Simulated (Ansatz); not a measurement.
TiSi2 and the effect of the Hubbard U on Ti d

```
Ti Si
1.0
     0.00000    4.11752    4.26290
     2.38951    0.00000    4.26290
     2.38951    4.11752    0.00000
Ti Si
2 4
Direct
  0.75000 0.75000 0.75000
  0.50000 0.50000 0.50000
  0.41257 0.08743 0.41257
  0.08743 0.41257 0.08743
  0.16257 0.83743 0.16257
  0.83743 0.16257 0.83743
```

The cell is a database's computed one, not the measured one.

Kept alike: task band structure; functional PBE; k mesh 7 × 7 × 7; occupations fermi-dirac, width 0.05 eV; no spin polarisation. Program: Ansatz, Ansatz PAW, cutoff 420 eV. The mesh is that of the run's cell of 6 atoms. No spin-orbit coupling.

```csv
"Hubbard U on Ti d, U (eV)",pressure (GPa)
0,2.07
1,2.83
2,3.62
3,4.46
4,5.37
5,6.40
6,7.64
8,11.46
```

Pressure is positive in compression, with a Pulay correction for the finite cutoff. U acts here on a shell without spin polarisation. For a metal such a mesh leaves the last digits unconverged. How U acts hangs on the program's projectors. U is the effective U - J on orthogonalised atomic projectors. Double counting: fully localised limit (the default).

The pressure rises from 2.07 to 11.46 GPa between 0 and 8 eV.
